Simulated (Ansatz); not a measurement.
AlCo (Pm-3m), comparing deformations

Level of theory: Ansatz 0.2.0, DFT PBEsol, scalar-relativistic, plane waves, PAW. The runs took a 420 eV cutoff, a Γ-centred 22×22×22 mesh and Gaussian smearing (0.15 eV). No spin polarisation. A magnetic state may lie lower. Energies are free energies at this smearing, counted from the undisturbed cell; pressure is positive in compression.

The undisturbed cell (relaxed at this level; it needn't be the usual structure):

```
Al Co
1.0
     2.82259    0.00000    0.00000
     0.00000    2.82259    0.00000
     0.00000    0.00000    2.82259
Al Co
1 1
Direct
  0.00000 0.00000 0.00000
  0.50000 0.50000 0.50000
```

The cell is strained by ε times a Voigt pattern (xx, yy, zz, yz, xz, xy; engineering shear) with fractional coordinates fixed. τ = (1/V0) dE/dε comes from the stress tensor. Of each scan, only the three points used here are listed.

| pattern | ε | τ (GPa) |
| --- | --- | --- |
| (1, 0, 0, 0, 0, 0) | -0.0250 | -8.95 |
| (1, 0, 0, 0, 0, 0) | 0.0000 | -0.04 |
| (1, 0, 0, 0, 0, 0) | 0.0250 | 6.64 |
| (1, 1, 0, 0, 0, 0) | -0.0150 | -14.22 |
| (1, 1, 0, 0, 0, 0) | 0.0000 | -0.08 |
| (1, 1, 0, 0, 0, 0) | 0.0150 | 12.55 |

Q: Which constants do the scans give, and which deformation costs least for the same size of strain tensor?

A: The slope dτ/dε at zero (parabola through three points) is pᵀCp: (1, 0, 0, 0, 0, 0) gives C11 = 312 GPa; (1, 1, 0, 0, 0, 0) gives 2(C11 + C12) = 892 GPa. The size of the strain tensor, ε:ε, is ε² times 1.0, 2.0. Per unit of it the stiffnesses are 312, 446 GPa, so (1, 0, 0, 0, 0, 0) is the softest of these: at ε:ε = (1 %)² the quadratic term costs 1.09 meV/atom against 1.57 for the stiffest. These are clamped-ion values.

Q: What else follows for this cubic crystal?

A: From the unrounded slopes C11 = 311.8 and C12 = 134.3 GPa, so B = (C11 + 2 C12)/3 = 194 GPa and the Poisson ratio for a pull along a cube edge is C12/(C11 + C12) = 0.30.

In a metal these slopes depend on the k mesh and the smearing.

Cost: 19 runs of about 2.5 core-minutes in all, on Intel Xeon 6975P-C (Granite Rapids) (shared hosts).